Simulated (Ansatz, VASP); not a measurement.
**B (ladder B chain): VASP beside Ansatz**

Wanted: the spread between two codes on one cell, functional and k mesh. The structure shown is the start of the Ansatz relaxation below; VASP solves that cell, so the two are compared at the walk's first step. Other levels of theory on this material are compared in a session of their own.

Program: Ansatz 0.2.0. Level of theory: plane waves, with VASP 6.6.1 beside it; single point at LDA and single point at r2SCAN. Results are calculated unless marked as measured.

## Step 1: The structure

The cell holds 2 atoms: 2 B. Cell: a = 9.000 Å, b = 7.500 Å, c = 1.644 Å, α = 90.0°, β = 90.0°, γ = 90.0°. Vacuum lies along a and b. The structure's axis is c.

## Step 2: Ansatz: relaxation, LDA

Ansatz runs on its default PAW (the set named soft_2) files.

The two programs are compared at the cell with which this relaxation starts, whose forces are those of its first step.

File input.yaml:

```yaml
crystal:
  lattice:
    - [9.0, 0.0, 0.0]
    - [0.0, 7.5, 0.0]
    - [0.0, 0.0, 1.64388]
  atoms:
    - { symbol: B, position: [0.421973333, 0.5, 0.0], spin: 0.3 }
    - { symbol: B, position: [0.578026667, 0.5, 0.5], spin: 0.3 }
magnetization:
  spin_polarized: true
kpoints:
  mp_grid: { grid: [1, 1, 49] }
scf:
  occupations: { method: fermi_dirac, width: 0.05 }
hamiltonian:
  xc: lda
relax:
  cell: { fix: [a, b, alpha, beta, gamma] }
  max_steps: 60
```

On the command line:

```
$ ansatz run input.yaml --threads 4 --pin off --max-ram 8192MiB --backend cpu --events-out ev --progress --plain --runs-dir out
```

Numbers of over 12 decimals in the logs are rounded to 6 here.

The program printed:

```text
Engine: ansatz 0.2.0, aarch64-unknown-linux-gnu
Pseudopotentials: kind: paw
Pseudopotential: B, paw, valence charge 3, recommended cutoff 420 eV (normal), B.paw.azcp
Functional definition: SPW92
  exchange = slater_x
  correlation = pw_c
Crystal: 2 atoms, lattice volume = 110.962 Å³
Basis set: ecut = 420 eV, 2187 PW (Γ)
Bands: 8, of which v1, the nominal top of the filled ones, is band 3 counted from 1 (2 counted from 0)
Symmetry: 8 space group operations
Space group: Pmma (ITA 51), of the structure as read, at distance tolerance 4.8e-5 Å
Magnetic group: BNS 51.289 (UNI 387), of the structure as read, at distance tolerance 4.8e-5 Å
k-points: 25 of 49
Non-local potential: B, projectors of the file, l = 0: 2, l = 1: 2, l = 2: 1
PAW form: soft (Blöchl's): semilocal exchange-correlation on the pseudo side does not see the compensation charge
PAW frozen core: B, regenerated for the run's functional, and the local potential with it (the file was generated under x = pbe(κ = 0.804, μ = 0.219515), c = pbe(β = 0.066725))
PAW one-centre angular grid: B, 110 points (default); XC on 64 Gauss nodes
Initial density: superposition of atomic densities (neutral atoms: chi_scale 0, normalization atom)
Starting moments: Σ|m| = 0.6 μB on 2 of 2 sites
Initial wavefunctions: pseudopotential atomic-orbital guess
Functional: x = slater, c = lda
SCF iter   1: F=—  HF=-299.560111 eV  |F-HF|=—  |Δ(HF+E_count)|=         —  Δρ=2.72e-2 (↑2.03e-2 ↓2.72e-2)  dr2=4.10e0  dr2_m=4.34e-2  M=0.083 μB ∫|m|=0.083 μB  β_m=0.30  ethr=3.10e-3  ⟨swp⟩=6.7  Hψ=3355  notcnv=0
preconditioner: auto → LDOS  [metal: Δε(μ)=0.012 eV  Ē_g=12.332 eV  σ=0.050 eV  W_gap=0.06  n_scr=16 (ndim 8)  ℏωp=7.7 eV  f_vac=0.589  D(μ)=0.44/eV (n_scr^D=4)]
spin=Collinear: LDOS preconditioning applied to the charge; magnetization (m = ρ↑ − ρ↓) channel mixes plain (no charge-response kernel on spin).
SCF iter   2: F=—  HF=-298.404388 eV  |F-HF|=—  |Δ(HF+E_count)|=    1.16e0  Δρ=1.75e-2 (↑1.25e-2 ↓1.75e-2)  dr2=1.52e0  dr2_m=2.51e-2  M=0.047 μB ∫|m|=0.048 μB  β_m=0.30  ethr=3.10e-3  ⟨swp⟩=3.3  Hψ=1235  notcnv=0  defer=28
preconditioner: auto → none  [insulator: Δε(μ)=0.313 eV  Ē_g=12.243 eV  σ=0.050 eV  W_gap=0.50  n_scr=16 (ndim 8)  ℏωp=8.0 eV  f_vac=0.606  D(μ)=0.46/eV (n_scr^D=4)  ε∞_Penn≈1.4]
SCF iter   3: F=—  HF=-297.738917 eV  |F-HF|=—  |Δ(HF+E_count)|=   6.65e-1  Δρ=5.15e-3 (↑4.85e-3 ↓5.15e-3)  dr2=4.58e-2  dr2_m=1.26e-2  M=0.040 μB ∫|m|=0.041 μB  β_m=0.30  ethr=3.10e-3  ⟨swp⟩=4.1  Hψ=1057  notcnv=0  defer=28
SCF iter   4: F=—  HF=-297.742035 eV  |F-HF|=—  |Δ(HF+E_count)|=   3.12e-3  Δρ=2.98e-3 (↑2.41e-3 ↓2.98e-3)  dr2=3.79e-3  dr2_m=6.48e-3  M=0.036 μB ∫|m|=0.037 μB  β_m=0.30  ethr=7.63e-4  ⟨swp⟩=2.9  Hψ=874  notcnv=0  defer=28
SCF iter   5: F=—  HF=-297.746179 eV  |F-HF|=—  |Δ(HF+E_count)|=   4.14e-3  Δρ=1.94e-3 (↑1.94e-3 ↓1.89e-3)  dr2=6.48e-4  dr2_m=3.45e-3  M=0.030 μB ∫|m|=0.031 μB  β_m=0.30  ethr=6.32e-5  ⟨swp⟩=2.5  Hψ=770  notcnv=0  defer=28
SCF iter   6: F=—  HF=-297.749346 eV  |F-HF|=—  |Δ(HF+E_count)|=   3.17e-3  Δρ=1.37e-3 (↑1.34e-3 ↓1.37e-3)  dr2=1.57e-5  dr2_m=1.86e-3  M=0.025 μB ∫|m|=0.026 μB  β_m=0.30  ethr=1.08e-5  ⟨swp⟩=2.5  Hψ=596  notcnv=0  defer=28
SCF iter   7: F=—  HF=-297.750484 eV  |F-HF|=—  |Δ(HF+E_count)|=   1.14e-3  Δρ=1.02e-3 (↑1.02e-3 ↓1.00e-3)  dr2=3.64e-6  dr2_m=1.04e-3  M=0.020 μB ∫|m|=0.021 μB  β_m=0.30  ethr=2.62e-7  ⟨swp⟩=2.1  Hψ=557  notcnv=0  defer=28
Mixer restart at iter 7: flushing history
spin-set hold released at iteration 7 (site moments contracting): the magnetisation degrees of freedom join the quasi-Newton model from the next iteration; the mixer history was flushed
SCF iter   8: F=—  HF=-297.751107 eV  |F-HF|=—  |Δ(HF+E_count)|=   6.22e-4  Δρ=7.66e-4 (↑7.66e-4 ↓7.57e-4)  dr2=1.30e-6  dr2_m=5.89e-4  M=0.016 μB ∫|m|=0.016 μB  β_m=0.65  ethr=6.06e-8  ⟨swp⟩=2.3  Hψ=519  notcnv=0  defer=28
SCF iter   9: F=—  HF=-297.751966 eV  |F-HF|=—  |Δ(HF+E_count)|=   8.59e-4  Δρ=5.92e-5 (↑5.92e-5 ↓5.46e-5)  dr2=1.17e-6  dr2_m=3.19e-6  M=0.001 μB ∫|m|=0.001 μB  β_m=0.77  ethr=2.17e-8  ⟨swp⟩=3.3  Hψ=668  notcnv=0  defer=28
SCF iter  10: F=—  HF=-297.751971 eV  |F-HF|=—  |Δ(HF+E_count)|=   5.42e-6  Δρ=2.06e-5 (↑1.87e-5 ↓2.06e-5)  dr2=7.29e-7  dr2_m=3.30e-7  M=0.000 μB ∫|m|=0.000 μB  β_m=0.77  ethr=1.95e-8  ⟨swp⟩=2.0  Hψ=526  notcnv=0  defer=28
SCF iter  11: F=—  HF=-297.751972 eV  |F-HF|=—  |Δ(HF+E_count)|=   3.06e-7  Δρ=5.85e-6 (↑5.42e-6 ↓5.85e-6)  dr2=7.30e-8  dr2_m=2.61e-8  M=0.000 μB ∫|m|=0.000 μB  β_m=0.74  ethr=1.67e-9  ⟨swp⟩=3.1  Hψ=1380  notcnv=0
SCF iter  12: F=—  HF=-297.751972 eV  |F-HF|=—  |Δ(HF+E_count)|=   1.00e-8  Δρ=1.80e-6 (↑1.80e-6 ↓1.32e-6)  dr2=3.29e-9  dr2_m=2.18e-9  M=0.000 μB ∫|m|=0.000 μB  β_m=0.77  ethr=1.22e-9  ⟨swp⟩=4.0  Hψ=1013  notcnv=0
[...]
iter 4 did not close the SCF: its close was put off for a magnetic moment that had not settled (scf_convergence_deferred on its scf_iter line)
SCF iter   4: F=-297.818969 eV  HF=-297.818969 eV  |F-HF|=6.01e-8  |Δ(HF+E_count)|=   1.26e-6  Δρ=4.69e-6 (↑3.82e-6 ↓4.69e-6)  dr2=4.72e-8  dr2_m=1.46e-9  M=-0.000 μB ∫|m|=0.000 μB  β_m=0.81  ethr=3.33e-9  ⟨swp⟩=4.6  Hψ=1104  notcnv=0
iter 5 did not close the SCF: its close was put off for a magnetic moment that had not settled (scf_convergence_deferred on its scf_iter line)
SCF iter   5: F=-297.818969 eV  HF=-297.818969 eV  |F-HF|=5.18e-10  |Δ(HF+E_count)|=   6.45e-8  Δρ=5.87e-7 (↑4.12e-7 ↓5.87e-7)  dr2=4.87e-10  dr2_m=9.64e-11  M=-0.000 μB ∫|m|=0.000 μB  β_m=0.90  ethr=7.86e-10  ⟨swp⟩=2.0  Hψ=1193  notcnv=0
SCF iter   6: F=-297.818969 eV  HF=-297.818969 eV  |F-HF|=1.30e-11  |Δ(HF+E_count)|=  6.19e-10  Δρ=9.40e-8 (↑8.75e-8 ↓9.40e-8)  dr2=9.63e-12  dr2_m=5.15e-12  M=-0.000 μB ∫|m|=0.000 μB  ethr=8.12e-12  ⟨swp⟩=1.0  Hψ=1115  notcnv=0
the starting moments were not kept: the SCF closed with an absolute magnetisation of 2.1e-6 μB, where they sum to 0.6 μB in size (2 sites). That is at most 0.1 of that sum. Measured as dr2_m measures the in/out step, that magnetisation stands 1.2e-12 eV from none, at or under the dr2_threshold of 2.0e-7 eV: it is no larger than a step whose dr2_m would equal this threshold.
SCF 4 converged in 6 iterations: F = -297.818969 eV  dr2 = 9.63e-12
  greatest PAW one-centre occupation: 0.566 electrons in one spin orbital (limit 2), on the B atom at site 1 (counted from 0), in its partial waves of l = 0
relax step   4: F+E_penalty+E_count = -297.81896888 eV  Δ(F+E_penalty+E_count) = -4.142e-4 eV  max|allowed force component| = 4.338e-3 eV/Å  Δτ_max = 0.0020 Å  P = -0.015 GPa  Ω = 107.925 Å³  energy of the carried Pulay correction = +9.659e-4 eV  fix = [a, b, alpha, beta, gamma]  reactions: a -0.043, b +0.050 GPa  (6 SCF iters, dr2 threshold 2.00e-7 eV, accepted)
[...]
relax step   5: F+E_penalty+E_count = -297.81898341 eV  Δ(F+E_penalty+E_count) = -1.453e-5 eV  max|allowed force component| = 6.031e-4 eV/Å  Δτ_max = 0.0001 Å  P = +0.004 GPa  Ω = 107.897 Å³  energy of the carried Pulay correction = +9.752e-4 eV  fix = [a, b, alpha, beta, gamma]  reactions: a -0.034, b +0.050 GPa  (5 SCF iters, dr2 threshold 6.67e-9 eV, accepted)
[...]
relax step   6: F+E_penalty+E_count = -297.81811959 eV  Δ(F+E_penalty+E_count) = +8.638e-4 eV  max|allowed force component| = 4.966e-4 eV/Å  Δτ_max = 0.0000 Å  P = -0.008 GPa  Ω = 107.897 Å³  fix = [a, b, alpha, beta, gamma]  reactions: a -0.036, b +0.033 GPa  stress off target by 2.06e-2 GPa on what of the cell is left free  SCF on the basis re-selected at this cell (its energy is not comparable with the rows above)  (5 SCF iters)
basis re-selected at this cell: Δ(F+E_penalty+E_count) = +8.638e-4 eV, ΔP = -0.012 GPa vs the last step (what re-selecting the basis moved, of the pressure what is left beyond the Pulay correction that the steps carried, after the strain that the cell walked since its last selection, with what the two solves' SCF thresholds leave and, on support functions, any second-order correction that the steps lacked; it is no m [...]
SCF converged after 5 iterations
Magnetization: 0.0000 μB (3.0000 up, 3.0000 down)
Absolute magnetization: 0.0000 μB (∫|ρ↑−ρ↓|, with the PAW one-centre terms)
Spin contamination: 0.0000 ħ² per cell (⟨S²⟩ above its minimum at these occupations)
Per-site moments (μB) at R_I (Å): [(1.4554648592135938e-9, 0.659368), (1.4554648431168125e-9, 0.659368)]
Free energy (F): -297.818120 eV
Harris-Foulkes:  -297.818120 eV  (|F-HF|=6.25e-13)
Internal energy: -297.815166 eV  (E = F + TS)
E sigma→0 (E₀):  -297.816643 eV
Entropy (-TS):   -0.002953 eV (-1.477 meV/atom)
Fermi energy:    -3.532984 eV
--- Per-component energies (eV) ---
  E_band       = -55.803436
  E_kinetic    = 95.731051
  E_local      = -547.692758  (includes V_loc(G=0)·N_el)
  E_nonlocal   = 25.881501
  E_hartree    = 225.019538
  E_xc         = -61.831551
  E_vxc        = -73.286433  (∫ρ·V_xc dr)
  E_paw        = -145.405314  (= ΣΔE_a)
  E_vpaw       = -6.475860  (= ΣTr[D̂ρ^β])
  E_aug_tail   = -0.000008  (compensation charges beyond the density's cutoff)
  E_ewald      = 110.390705
  E_core_change = 0.091669  (= ΣΔE_core)
  E_smearing   = -0.002953  (= −TS)
  E_closure    = -0.000000  (closes the sum)
  Σ components = -297.818120   (vs F -297.818120, Δ=0.00e0)
--- Forces (eV/Å), atoms counted from 1 ---
  atom   1  B      0.00049663     0.00000000     0.00000000
  atom   2  B     -0.00049663     0.00000000     0.00000000
  max |Σ_I F_I| component: 2.17e-19 eV/Å
--- Stress (GPa, compression-positive) ---
       -0.035766       0.000000       0.000000
        0.000000       0.032721       0.000000
        0.000000       0.000000      -0.020637
  P = ⅓ Tr σ = -0.0079 GPa (-0.079 kbar)
--- Relaxed structure (5 steps of the walk, 5 accepted, 1 SCFs on fresh bases) ---
  F+E_penalty+E_count = -297.81811959 eV   max|allowed force component| = 4.966e-4 eV/Å   (the final SCF, on the basis selected at the relaxed cell)
  cell:  # Å, volume = 107.8966 Å³
    - [9.0, 0.0, 0.0]
    - [0.0, 7.5, 0.0]
    - [0.0, 0.0, 1.598468]
  atoms:
    - { symbol: B, position: [0.418541, 0.5, 0.0] }
    - { symbol: B, position: [0.581459, 0.5, 0.5] }
```

## Step 3: VASP: single point, LDA, start cell

The same cell, functional (in two slightly different forms), mesh and smearing now go to VASP, with its own data sets.

Lines of VASP's logs that name or quote its potential files are left out, and so is its time.

File INCAR:

```
SYSTEM = B
PREC = Accurate
ENCUT = 420
EDIFF = 1E-06
NELM = 200
ISMEAR = -1
SIGMA = 0.05
LREAL = .FALSE.
ALGO = Normal
GGA = CA
NBANDS = 10
ISPIN = 2
MAGMOM = 0 0
LORBIT = 11
LWAVE = .FALSE.
LCHARG = .FALSE.
ISIF = 2
LASPH = .TRUE.
GGA_COMPAT = .FALSE.
```

File POSCAR:

```
B
1.0
    9.0000000000      0.0000000000      0.0000000000
    0.0000000000      7.5000000000      0.0000000000
    0.0000000000      0.0000000000      1.6438800000
B
2
Direct
    0.4219733333      0.5000000000      0.0000000000
    0.5780266667      0.5000000000      0.5000000000
```

File KPOINTS:

```
Automatic mesh
0
Gamma
1 1 49
0 0 0
```

Potentials, in the order of the species: B (LDA family, release 64).

On the command line:

```
$ mpirun -np 1 vasp_std
```

The program printed:

```text
[banner, memory and clock lines left out]
running    1 mpi-ranks, on    1 nodes
 distrk:  each k-point on    1 cores,    1 groups
 distr:  one band on    1 cores,    1 groups

 POSCAR found type information on POSCAR B
 POSCAR found :  1 types and       2 ions
 LDA part: xc-table for (Slater(with rela. corr.)+CA(PZ))
 , standard interpolation
 POSCAR, INCAR and KPOINTS ok, starting setup
 FFT: planning ... GRIDC
 FFT: planning ... GRID_SOFT
 FFT: planning ... GRID
 WAVECAR not read
 entering main loop
       N       E                     dE             d eps       ncg     rms          rms(c)
DAV:   1     0.171126072564E+02    0.17113E+02   -0.23731E+03  1016   0.361E+02
DAV:   2    -0.140269769653E+02   -0.31140E+02   -0.28652E+02  1506   0.806E+01
DAV:   3    -0.151118052197E+02   -0.10848E+01   -0.10626E+01  1316   0.182E+01
DAV:   4    -0.151192955692E+02   -0.74903E-02   -0.74868E-02  1478   0.161E+00
DAV:   5    -0.151193371600E+02   -0.41591E-04   -0.41590E-04  1342   0.907E-02    0.546E+00
DAV:   6    -0.136451660600E+02    0.14742E+01   -0.18510E+00  1164   0.573E+00    0.284E+00
DAV:   7    -0.131505872142E+02    0.49458E+00   -0.17598E+00  1154   0.554E+00    0.585E-01
DAV:   8    -0.131388978341E+02    0.11689E-01   -0.50164E-02  1142   0.121E+00    0.183E-01
DAV:   9    -0.131365950117E+02    0.23028E-02   -0.12032E-02  1322   0.445E-01    0.132E-01
DAV:  10    -0.131388656921E+02   -0.22707E-02   -0.12025E-03  1028   0.179E-01    0.484E-02
DAV:  11    -0.131405885254E+02   -0.17228E-02   -0.85389E-04  1030   0.985E-02    0.282E-02
DAV:  12    -0.131412050926E+02   -0.61657E-03   -0.23345E-04  1086   0.601E-02    0.151E-02
DAV:  13    -0.131414579542E+02   -0.25286E-03   -0.18008E-05  1140   0.176E-02    0.110E-02
DAV:  14    -0.131416984342E+02   -0.24048E-03   -0.49732E-05  1022   0.276E-02    0.432E-03
DAV:  15    -0.131417698248E+02   -0.71391E-04   -0.75210E-06  1094   0.896E-03    0.310E-03
DAV:  16    -0.131418002755E+02   -0.30451E-04   -0.68008E-06  1066   0.828E-03    0.103E-03
DAV:  17    -0.131418036233E+02   -0.33477E-05   -0.14699E-06  1138   0.341E-03    0.729E-04
DAV:  18    -0.131418049143E+02   -0.12911E-05   -0.11783E-07  1072   0.998E-04    0.586E-04
DAV:  19    -0.131418064458E+02   -0.15315E-05   -0.45521E-07  1002   0.194E-03    0.341E-04
DAV:  20    -0.131418064741E+02   -0.28239E-07   -0.10196E-08  1184   0.423E-04
   1 F= -.13141806E+02 E0= -.13139658E+02  d E =-.429689E-02  mag=     0.0000
```

OUTCAR, selected parts (step 3):

```text
ion  position               nearest neighbor table
   1  0.422  0.500  0.000-   2 1.63   2 1.63
   2  0.578  0.500  0.500-   1 1.63   1 1.63

  LATTYP: Found a simple orthorhombic cell.
 ALAT       =     1.6438800000
 B/A-ratio  =     4.5623768158
 C/A-ratio  =     5.4748521790

 Subroutine GETGRP returns: Found  8 space group operations
 (whereof  4 operations were pure point group operations)

The static configuration has the point symmetry C_2v.
 The point group associated with its full space group is D_2h.

 Found     25 irreducible k-points:

   k-points           NKPTS =     25   k-points in BZ     NKDIM =     25   number of bands    NBANDS=     10

   dimension x,y,z NGX =    60 NGY =   50 NGZ =   12
   dimension x,y,z NGXF=   120 NGYF=  100 NGZF=   24

   ENCUT  =  420.0 eV  30.87 Ry    5.56 a.u.  15.04 12.53  2.75*2*pi/ulx,y,z

   NELECT =       6.0000    total number of electrons

 k-points in reciprocal lattice and weights: Automatic mesh
   0.00000000  0.00000000  0.00000000       0.020
   0.00000000  0.00000000  0.02040816       0.041
   0.00000000  0.00000000  0.04081633       0.041
   0.00000000  0.00000000  0.06122449       0.041
   0.00000000  0.00000000  0.08163265       0.041
   0.00000000  0.00000000  0.10204082       0.041
   0.00000000  0.00000000  0.12244898       0.041
   0.00000000  0.00000000  0.14285714       0.041
   0.00000000  0.00000000  0.16326531       0.041
[...]
0.00000000  0.00000000  0.46938776       0.041
   0.00000000  0.00000000  0.48979592       0.041

 average (electrostatic) potential at core
       1 -41.4252       2 -41.4252

 E-fermi :  -3.9425

 spin component 1
 k-point     1 :       0.0000    0.0000    0.0000
  band No.  band energies     occupation
      1     -17.3510      1.00000
      2      -9.6346      1.00000
      3      -8.2137      1.00000
      4      -6.4742      1.00000
      5      -2.0783      0.00000
      6       0.5452      0.00000
      7       1.6676      0.00000
      8       2.1750      0.00000
      9       2.8592      0.00000
    ...

 k-point     2 :       0.0000    0.0000    0.0204
  band No.  band energies     occupation
      1     -17.3359      1.00000
      2      -9.6207      1.00000
      3      -8.1915      1.00000
      4      -6.4524      1.00000
      5      -2.0567      0.00000
      6       0.5673      0.00000
      7       1.6906      0.00000
      8       2.1946      0.00000
      9       2.8822      0.00000
    ...

 k-point     3 :       0.0000    0.0000    0.0408
  band No.  band energies     occupation
      1     -17.2907      1.00000
      2      -9.5792      1.00000
      3      -8.1250      1.00000
      4      -6.3869      1.00000
      5      -1.9918      0.00000
      6       0.6336      0.00000
      7       1.7597      0.00000
      8       2.2532      0.00000
      9       2.9512      0.00000
    ...

 k-point     4 :       0.0000    0.0000    0.0612
  band No.  band energies     occupation
      1     -17.2153      1.00000
      2      -9.5106      1.00000
      3      -8.0141      1.00000
      4      -6.2778      1.00000
      5      -1.8837      0.00000
      6       0.7441      0.00000
      7       1.8749      0.00000
      8       2.3501      0.00000
      9       3.0663      0.00000
    ...

 k-point     5 :       0.0000    0.0000    0.0816
  band No.  band energies     occupation
      1     -17.1099      1.00000
      2      -9.4157      1.00000
      3      -7.8589      1.00000
      4      -6.1251      1.00000
      5      -1.7326      0.00000
      6       0.8986      0.00000
      7       2.0361      0.00000
      8       2.4841      0.00000
      9       3.2273      0.00000
    ...

 k-point     6 :       0.0000    0.0000    0.1020
  band No.  band energies     occupation
      1     -16.9749      1.00000
      2      -9.2956      1.00000
      3      -7.6596      1.00000
      4      -5.9290      1.00000
      5      -1.5388      0.00000
      6       1.0971      0.00000
      7       2.2433      0.00000
      8       2.6528      0.00000
      9       3.4342      0.00000
    ...

  Total        1.1643455      0.0174652     -2.6750176      0.0000000      0.0000000      0.0000000
  in kB       16.8119683      0.2521805    -38.6245416      0.0000000      0.0000000      0.0000000
  external PRESSURE =      -7.1867976 kB  Pullay stress =       0.0000000 kB

  energy-cutoff  :      420.00
  volume of cell :      110.96
      direct lattice vectors                 reciprocal lattice vectors
     9.000000000  0.000000000  0.000000000     0.111111111  0.000000000  0.000000000
     0.000000000  7.500000000  0.000000000     0.000000000  0.133333333  0.000000000
     0.000000000  0.000000000  1.643880000     0.000000000  0.000000000  0.608316909

 POSITION                                       TOTAL-FORCE (eV/Angst)
 -----------------------------------------------------------------------------------
      3.79776      3.75000      0.00000        -0.849543      0.000000      0.000000
      5.20224      3.75000      0.82194         0.849543      0.000000      0.000000
 -----------------------------------------------------------------------------------
    total drift:                                0.000000      0.000000      0.000000

  FREE ENERGIE OF THE ION-ELECTRON SYSTEM (eV)
  ---------------------------------------------------
  free  energy   TOTEN  =       -13.1418064741 eV

  energy  without entropy=      -13.1375095880  energy(sigma->0) =      -13.13965803

 total charge
# of ion       s       p       d       tot
------------------------------------------
    1        0.725   1.319   0.000   2.045
    2        0.725   1.319   0.000   2.045
--------------------------------------------------
tot          1.451   2.638   0.000   4.089

 magnetization (x)
# of ion       s       p       d       tot
------------------------------------------
    1       -0.000  -0.000   0.000  -0.000
    2       -0.000  -0.000   0.000  -0.000
--------------------------------------------------
tot         -0.000  -0.000   0.000  -0.000

[... 1 further part left out ...]
```

## Step 4: Differences

Known differences besides the potentials themselves: the two LDA forms differ slightly; VASP's log shows a relativistic correction to its local exchange, Ansatz's none. Total energies have different zeros and are not compared.

Forces (eV/Å; atoms numbered as in POSCAR):

```
atom        Ansatz x, y, z          VASP x, y, z
  B1  -0.820, 0.000, 0.000  -0.850, 0.000, 0.000
  B2   0.820, 0.000, 0.000   0.850, 0.000, 0.000
```

The forces differ by 17 meV/Å r.m.s., which is 3.5 % of the r.m.s. force of 0.490 eV/Å (both taken over all components). Moments aren't recorded for both runs of this pair, so they may hold unlike magnetic states.

[end of part 1 of 2]

[Lines on the potential files, build, host, timing and source positions are cut from VASP's logs without a mark.]

[Logs are printed without paths, hosts, clocks, repeated set-up lines and the standing remarks that a program may print on its own settings, such as how far it seeks lower states.]

[Hosts, paths, dates, database ids (printed as entryN), source tags and the programs' standing remarks are cut or masked in the printed files.]
